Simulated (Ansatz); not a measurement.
**Polymorphs of AlGa3N4**

Method: Ansatz, DFT r2SCAN, scalar-relativistic, plane waves, PAW. All cells share a 500 eV cutoff and Γ-centred k meshes spaced at most 0.3 Å⁻¹ (0.19 for metals, 2π included).

All energies are static (0 K, no zero-point motion). Larger cells and other orderings weren't all tried, so the list isn't exhaustive. No run is spin-polarised.

```
#   started from      space group  atoms  V (Å³/atom)  ΔE (meV/atom)  gap on mesh (eV)
1  database cell       Pm (No. 6)      8         11.1              0              2.89
2  database cell  P-43m (No. 215)      8         11.1              8              2.82
```

The lowest structure: Space group Pm (No. 6), monoclinic, a = 5.139 Å, b = 3.163 Å, c = 5.477 Å, β = 90.0°. Al has 4 N at 1.89–1.90 Å; Ga on Wyckoff site b (1 atom of the primitive cell) has 4 N at 1.94–1.95 Å; Ga on Wyckoff site a (1 atom of the primitive cell) has 4 N at 1.94–1.96 Å; around Ga on Wyckoff site a (1 atom of the primitive cell) lie 4 N at 1.95–1.96 Å; N on Wyckoff site b (1 atom of the primitive cell) is coordinated by 1 Al at 1.89 Å and 3 Ga at 1.95 Å. Its energy against the elements is -0.894 eV/atom. The zero of energy is the lowest elemental structures computed at the same level (N₂ as a molecule); no fitted shifts are applied.

Space group Pm (No. 6). a = 5.139 Å, b = 3.163 Å, c = 5.477 Å, α = 90.00°, β = 90.04°, γ = 90.00°
```tsv
atom	site	symmetry	x	y	z
Al	1b	m	0.0006	0.5000	0.6673
Ga	1b	m	0.4992	0.5000	0.3351
Ga	1a	m	0.4993	0.0000	0.8315
Ga	1a	m	0.9999	0.0000	0.1662
N	1b	m	0.1194	0.5000	0.3406
N	1a	m	0.1173	0.0000	0.8259
N	1a	m	0.6202	0.0000	0.1662
N	1b	m	0.6318	0.5000	0.6673
```

The second: Space group P-43m (No. 215), cubic, a = 4.465 Å. Al has 4 N at 1.89 Å; Ga has 4 N at 1.95 Å; N has 1 Al at 1.89 Å and 3 Ga at 1.95 Å.